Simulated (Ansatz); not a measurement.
Crystal: TiSi2.

```
Ti Si
1.0
     4.37464    0.00000    0.00000
    -2.18732    3.78855    0.00000
     0.00000    0.00000    2.56101
Ti Si
1 2
Direct
  0.00000 0.00000 0.00000
  0.33333 0.66667 0.50000
  0.66667 0.33333 0.50000
```

The cell was built by a generator and needn't be a form met in nature.

Base run:

| Quantity | Value |
| --- | --- |
| Program | Ansatz 0.2.0 |
| Functional | LDA |
| Potentials or basis | Ansatz PAW |
| Cutoff | 420 eV (not typed: the program's choice for these potentials) |
| k mesh | 7 × 7 × 10 |
| Occupations | fermi-dirac, width 0.05 eV |
| Spin | no spin polarisation |
| Hubbard terms | Ti d U = 2 eV |

Its results: band gap on the k mesh none (metal or under the smearing width); pressure -5.4 GPa.

Problem. The run is repeated on the same cell with these changes: hubbard terms from Ti d U = 2 eV to none; hubbard projectors from ortho-atomic (the default) to none. What comes out?

Solution. Band gap on the k mesh none (metal or under the smearing width); pressure -7.1 GPa.

Caveats: the PAW data sets come from PBE, with cores solved anew for the run's functional, which leaves a small shift of forces and pressure; the density of states is complete only up to the lowest level of the last band computed; U without spin polarisation on a metal has little footing (some runs); the U is typed as a test and isn't derived for this compound (some runs).
